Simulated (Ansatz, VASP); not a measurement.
**Mo: VASP beside Ansatz**

Contents of INCAR:

```
PREC     = Accurate       # precision mode
ENCUT    = 600            # plane-wave cutoff, eV
EDIFF    = 1E-6           # SCF threshold, eV
ISMEAR   = -1             # smearing method
SIGMA    = 0.15           # smearing width, eV
LREAL    = False          # projectors in reciprocal space
LASPH    = True           # aspherical terms in the spheres
NELM     = 60             # most SCF steps
ALGO     = Fast           # electronic algorithm
ISIF     = 3              # what is computed and relaxed
LWAVE    = False          # write WAVECAR
LCHARG   = False          # write CHGCAR
GGA      = PS             # functional
IBRION   = 2              # ionic algorithm
NSW      = 80             # ionic steps
EDIFFG   = -0.001         # ionic threshold
```

KPOINTS

```
Automatic mesh
0
Gamma
  16 16 16
```

File POSCAR:

```
Mo
1.0
   -1.5645539155      1.5645539155      1.5645539155
    1.5645539155     -1.5645539155      1.5645539155
    1.5645539155      1.5645539155     -1.5645539155
Mo
1
Direct
    0.0000000000      0.0000000000      0.0000000000
```

Input for Ansatz:

```yaml
crystal:
  lattice:
    - [-1.5645539155, 1.5645539155, 1.5645539155]
    - [1.5645539155, -1.5645539155, 1.5645539155]
    - [1.5645539155, 1.5645539155, -1.5645539155]
  atoms:
    - { symbol: Mo, position: [0.0, 0.0, 0.0] }
basis:
  ecutwfc: 420
kpoints:
  mp_grid: { grid: [16, 16, 16] }
hamiltonian:
  xc: pbesol
  pseudopotentials: { kind: paw, azcp: { folder: soft_1 } }
scf:
  occupations: { method: fermi_dirac, width: 0.15 }
output:
  forces: true
  stress: true
  eigenvalues: true
relax:
  adjacent_minimum: "off"
  f_tol: 0.001
  max_steps: 60
  cell: { stress_tol: 0.01 }
```

Alike in both runs: task relaxation of cell and atoms; functional PBEsol; k mesh 16 × 16 × 16; occupations fermi-dirac, width 0.15 eV; no spin polarisation.

|  | VASP | Ansatz |
| --- | --- | --- |
| version | VASP 6.6.1 | Ansatz 0.2.0 |
| potentials or method | VASP PAW PBE potentials, release 64 (Mo_sv) | scalar-relativistic, plane waves, PAW |
| plane-wave cutoff (eV) | 600 | 420 |
| valence electrons in the cell | 14 | 14 |

Ansatz gave:

* gap on the k mesh at the Fermi level, each at its own relaxed structure (eV): none
* relaxed volume (Å³/atom): 15.33
* relaxed cell length with the largest relative difference (Å): 2.710

**Question.** Which values does VASP return?

**Answer.** gap on the k mesh at the Fermi level, each at its own relaxed structure (eV): none; relaxed volume (Å³/atom): 15.35; relaxed cell length with the largest relative difference (Å): 2.712.

A gap of «none» marks a metal or a gap that the smearing closes. Ansatz warned: «pseudo_functional_mismatch».

Caveats: the PAW data sets were made with another functional, which shifts forces and pressure a little (VASP).
